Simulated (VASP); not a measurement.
# TiO2 (P3_121) in VASP: notebook

The runs below take TiO2 through single point, with PBEsol.

Program: VASP 6.6.1. These are calculated values, not measurements. Logs are shortened: lines on timing, memory, paths and dates and some standing lists are left out, and cuts for length are marked.

### Step 1. Starting point

The structure is trigonal, space group P3_121 (No. 152). The conventional cell has a = 5.582 Å, b = 5.582 Å, c = 6.082 Å, α = 90.00°, β = 90.00°, γ = 120.00°. Ti (site symmetry 2) is surrounded by 4 O at 1.81 to 1.82 Å. Around O (site symmetry 1) lie 2 Ti at 1.81 to 1.82 Å.

Measurements of this composition are mostly on another form, of space group No. 141.

### Step 2. Single point, PBEsol

The input, INCAR:

```
ADDGRID = F ; ALGO = Normal
EDIFF = 1E-7 ; ENCUT = 460
GGA = PS ; ISIF = 2
ISMEAR = 0 ; LASPH = T
LCHARG = F ; LREAL = Auto
LWAVE = F ; NELM = 100
PREC = Accurate ; SIGMA = 0.05
```

The input, KPOINTS:

```
k-points
0
Gamma
  5 5 4
```

The input, POSCAR:

```
TiO2
1.0
    5.5822227355      0.0000000000      0.0000000000
   -2.7911113678      4.8343466985      0.0000000000
    0.0000000000      0.0000000000      6.0824678800
Ti O
3 6
Direct
    0.4669367500      0.0000000000      0.3333333333
    0.0000000000      0.4669367500      0.6666666667
    0.5330632500      0.5330632500      0.0000000000
    0.5810657200      0.8514331800      0.1206639333
    0.7296325400      0.1485668200      0.5460027333
    0.2703674600      0.4189342800      0.7873306000
    0.8514331800      0.5810657200      0.8793360667
    0.1485668200      0.7296325400      0.4539972667
    0.4189342800      0.2703674600      0.2126694000
```

Potentials or basis: VASP PAW PBE potentials, release 64 (Ti_sv, O).

On the command line:

```bash
> cat potpaw_PBE.64/Ti_sv/POTCAR potpaw_PBE.64/O/POTCAR > POTCAR
> mpirun -np 1 vasp_std > vasp.out
```

OUTCAR:

```text
EDIFF = 1E-7
   ENCUT = 460
   GGA = PS
   ISIF = 2
   ISMEAR = 0
   LASPH = T
   LREAL = Auto
   NELM = 100
   PREC = Accurate

 Found     17 irreducible k-points:

 Following reciprocal coordinates:
            Coordinates               Weight
  0.000000  0.000000  0.000000      1.000000
  0.200000  0.000000  0.000000      6.000000
  0.400000  0.000000  0.000000      6.000000
  0.200000  0.200000  0.000000      6.000000
  0.400000  0.200000  0.000000      6.000000
  0.000000  0.000000  0.250000      2.000000
   k-points           NKPTS =     17   k-points in BZ     NKDIM =     17   number of bands    NBANDS=     43
   number of dos      NEDOS =    301   number of ions     NIONS =      9
   total plane-waves  NPLWV =  76800
   dimension x,y,z NGX =    40 NGY =   40 NGZ =   48
   dimension x,y,z NGXF=    80 NGYF=   80 NGZF=   96
   ions per type =               3   6
   NGX,Y,Z   is equivalent  to a cutoff of  11.91, 11.91, 13.12 a.u.
   NGXF,Y,Z  is equivalent  to a cutoff of  23.83, 23.83, 26.24 a.u.
 SYSTEM =  unknown system
   PREC   = accura    normal or accurate (medium, high low for compatibility)
   ISTART =      0    job   : 0-new  1-cont  2-samecut
   ICHARG =      2    charge: 1-file 2-atom 10-const
   ISPIN  =      1    spin polarized calculation?
   LNONCOLLINEAR =      F non collinear calculations
   LSORBIT =      F    spin-orbit coupling
   LASPH  =      T    aspherical Exc in radial PAW
   ENCUT  =  460.0 eV  33.81 Ry    5.81 a.u.   9.76  9.76 10.64*2*pi/ulx,y,z
   NELM   =    100;   NELMIN=  2; NELMDL= -5     # of ELM steps
   EDIFF  = 0.1E-06   stopping-criterion for ELM
   LREAL  =      T    real-space projection
   EDIFFG = 0.1E-05   stopping-criterion for IOM
   NSW    =      0    number of steps for IOM
   IBRION =     -1    ionic relax: 0-MD 1-quasi-New 2-CG
   NFREE  =      0    steps in history (QN), initial steepest desc. (CG)
   ISIF   =      2    stress and relaxation
   ISYM   =      2    0-nonsym 1-usesym 2-fastsym
   POTIM  = 0.5000    time-step for ionic-motion
   TEBEG  =    0.0;   TEEND  =   0.0 temperature during run
   PSTRESS=    0.0 pullay stress
   NELECT =      72.0000    total number of electrons
   NUPDOWN=      -1.0000    fix difference up-down
   EMIN   =  10.00;   EMAX   =-10.00  energy-range for DOS
   EFERMI =   0.00;   METHOD = LEGACY
   ISMEAR =     0;   SIGMA  =   0.05  broadening in eV -4-tet -1-fermi 0-gaus
   EFERMI_NEDOS =   21; number of points for ismear=-14 and -15
   IALGO  =     38    algorithm
   IMIX   =      4    mixing-type and parameters
     AMIX     =   0.40;   BMIX     =  1.00
     AMIX_MAG =   1.60;   BMIX_MAG =  1.00
  volume/ion in A,a.u.               =      18.24       123.08
  Fermi-wavevector in a.u.,A,eV,Ry     =   1.243877  2.350587 21.051339  1.547230
  Thomas-Fermi vector in A             =   2.378168
   LORBIT       =      0    0 simple, 1 ext, 2 COOP (PROOUT), +10 PAW based schemes
   GGA     = PS    functional components
   LHFCALC =     F    Hartree Fock is set to
   AEXX    =    0.0000 exact exchange contribution
   IVDW    =     0    specifies the selected vdW correction
   LEPSILON=     F    determine dielectric tensor
   LRPA    =     F    only Hartree local field effects (RPA)
 non-spin polarized calculation
 Gauss-broadening in eV      SIGMA  =   0.05
  energy-cutoff  :      460.00
  volume of cell :      164.14
 maximum number of plane-waves:      3693
 NGX is ok and might be reduce to    40
   NGX = 19   NGY = 19   NGZ = 21

 number of electron      71.9999999 magnetization

 Free energy of the ion-electron system (eV)
  ---------------------------------------------------
  ext. energy  EPLUGINS =         0.00000000
  ---------------------------------------------------
  free energy    TOTEN  =       -83.17214942 eV

  energy without entropy =      -83.17214942  energy(sigma->0) =      -83.17214942

 E-fermi :  -0.7062     XC(G=0):  -8.1795

 val. band max:       -1.0988700842   @ k =   0.0000   0.0000   0.5000
 cond. band min:       2.4116942422   @ k =   0.0000   0.0000   0.5000
 fundamental gap:      3.5105643264
 Fermi energy:        -0.7061884656

 k-point     1 :       0.0000    0.0000    0.0000
  band No.  band energies     occupation
      1     -56.1627      2.00000
      2     -56.1500      2.00000
      3     -56.1500      2.00000
      4     -32.7231      2.00000
      5     -32.6942      2.00000
      6     -32.6942      2.00000
[... 35 lines left out ...]
     42       3.6322      0.00000
     43       4.2298      0.00000

 k-point     2 :       0.2000    0.0000    0.0000
  band No.  band energies     occupation
      1     -56.1617      2.00000
      2     -56.1511      2.00000
      3     -56.1500      2.00000
      4     -32.7212      2.00000
      5     -32.7000      2.00000
      6     -32.6984      2.00000
[... 35 lines left out ...]
     42       3.9190      0.00000
     43       4.3370      0.00000

 k-point     3 :       0.4000    0.0000    0.0000
  band No.  band energies     occupation
      1     -56.1592      2.00000
      2     -56.1535      2.00000
      3     -56.1500      2.00000
      4     -32.7177      2.00000
      5     -32.7078      2.00000
      6     -32.7035      2.00000
[... 35 lines left out ...]
     42       4.3174      0.00000
     43       4.3633      0.00000

 k-point     4 :       0.2000    0.2000    0.0000
  band No.  band energies     occupation
      1     -56.1598      2.00000
      2     -56.1529      2.00000
      3     -56.1500      2.00000
      4     -32.7185      2.00000
      5     -32.7052      2.00000
      6     -32.7045      2.00000
[... 35 lines left out ...]
     42       4.1500      0.00000
     43       4.3687      0.00000

 k-point     5 :       0.4000    0.2000    0.0000
  band No.  band energies     occupation
      1     -56.1576      2.00000
      2     -56.1550      2.00000
      3     -56.1500      2.00000
      4     -32.7164      2.00000
      5     -32.7092      2.00000
      6     -32.7072      2.00000
[... 35 lines left out ...]
     42       4.1545      0.00000
     43       4.3821      0.00000

 k-point     6 :       0.0000    0.0000    0.2500
  band No.  band energies     occupation
      1     -56.1616      2.00000
      2     -56.1541      2.00000
      3     -56.1469      2.00000
      4     -32.7186      2.00000
      5     -32.6997      2.00000
      6     -32.6980      2.00000
[... 35 lines left out ...]
     42       3.6071      0.00000
     43       4.0088      0.00000

 [... further k-points ...]

------------------------ aborting loop because EDIFF is reached ----------------------------------------

  FORCE on cell =-STRESS in cart. coord.  units (eV):
  Direction    XX          YY          ZZ          XY          YZ          ZX
  --------------------------------------------------------------------------------------
  -------------------------------------------------------------------------------------
  Total       -1.6023680     -1.6023680     -1.6603607      0.0000000      0.0000000     -0.0000000
  in kB      -15.6404076    -15.6404076    -16.2064630      0.0000000      0.0000000     -0.0000000
  external PRESSURE =     -15.8290927 kB  Pullay stress =       0.0000000 kB

 VOLUME and BASIS-vectors are now :
 -----------------------------------------------------------------------------
  energy-cutoff  :      460.00
  volume of cell :      164.14
      direct lattice vectors                 reciprocal lattice vectors
     5.582222736  0.000000000  0.000000000     0.179140111  0.103426591  0.000000000
    -2.791111368  4.834346699  0.000000000     0.000000000  0.206853183  0.000000000
     0.000000000  0.000000000  6.082467880     0.000000000  0.000000000  0.164406951

 POSITION                                       TOTAL-FORCE (eV/Angst)
 -----------------------------------------------------------------------------------
      2.60654      0.00000      2.02749         0.016342     -0.000000      0.000000
     -1.30327      2.25733      4.05498        -0.008171      0.014153      0.000000
      1.48784      2.57701      0.00000        -0.008171     -0.014153      0.000000
      0.86719      4.11612      0.73393        -0.037082     -0.071143      0.057192
      3.65830      0.71822      3.32104        -0.037082      0.071143     -0.057192
      0.33996      2.02527      4.78891        -0.043071      0.067686      0.057192
      3.13107      2.80907      5.34853        -0.043071     -0.067686     -0.057192
     -1.20715      3.52730      2.76142         0.080153      0.003457      0.057192
      1.58396      1.30705      1.29355         0.080153     -0.003457     -0.057192
 -----------------------------------------------------------------------------------
    total drift:                               -0.000000     -0.000001      0.000000

  FREE ENERGIE OF THE ION-ELECTRON SYSTEM (eV)
  ---------------------------------------------------
  free  energy   TOTEN  =       -83.1721494222 eV

  energy  without entropy=      -83.1721494222  energy(sigma->0) =      -83.17214942
```

Wall time 79 s (1 thread of Intel Xeon 6975P-C (Granite Rapids), shared host); peak memory 0.28 GiB.

The run converged, but some of its settings lie outside the range that counts as converged, so its numbers aren't taken as properties of the crystal.

What came out:

```
Free energy            : -83.1721 eV
Pressure               : -1.6 GPa
Largest force          : 0.099 eV/Å
Band gap on the k mesh : 3.51 eV, direct
```

Caveat: the cutoff is under 1.25 times the usual one of these potentials, so pressure, stress and relaxed cells hold a basis-set (Pulay) error; the PAW data sets were made with another functional, which shifts forces and pressure a little; an odd mesh through Γ misses points on the zone boundary, where band edges often lie.

### Step 3. Single point, PBEsol

The input, INCAR:

```
ADDGRID = F ; ALGO = Normal
EDIFF = 0.001 ; ENCUT = 460
GGA = PS ; ISIF = 2
ISMEAR = 0 ; LASPH = T
LCHARG = F ; LREAL = F
LWAVE = F ; NELM = 100
PREC = Accurate ; SIGMA = 0.05
```

KPOINTS is that of step 2.

POSCAR is that of step 2.

Potentials or basis: VASP PAW PBE potentials, release 64 (Ti_sv, O).

On the command line:

```bash
> cat potpaw_PBE.64/Ti_sv/POTCAR potpaw_PBE.64/O/POTCAR > POTCAR
> mpirun -np 1 vasp_std > vasp.out
```

It took 40 s on 1 thread of Intel Xeon 6975P-C (Granite Rapids), shared host; peak memory 0.28 GiB.

These settings aren't checked as converged: the numbers below hold their error.

What came out:

```yaml
Free_energy: -83.1734 eV
Pressure: -1.5 GPa
Largest_force: 0.102 eV/Å
Band_gap_on_the_k_mesh: 3.50 eV, direct
```

Caveat: the cutoff is under 1.25 times the usual one of these potentials, so pressure, stress and relaxed cells hold a basis-set (Pulay) error; the PAW data sets were made with another functional, which shifts forces and pressure a little; an odd mesh through Γ misses points on the zone boundary, where band edges often lie.

### Step 4. The reference run

An earlier run on the cell as given: functional PBE; potentials or basis VASP PAW PBE potentials, release 64 (Ti_sv, O); cutoff 520 eV; k mesh 6 × 6 × 5; occupations fermi-dirac, width 0.05 eV; no spin polarisation.

* Pressure: 1.9 GPa
* Largest force: 0.092 eV/Å
* Band gap on the k mesh: 3.61 eV, indirect (least direct gap 3.62 eV)
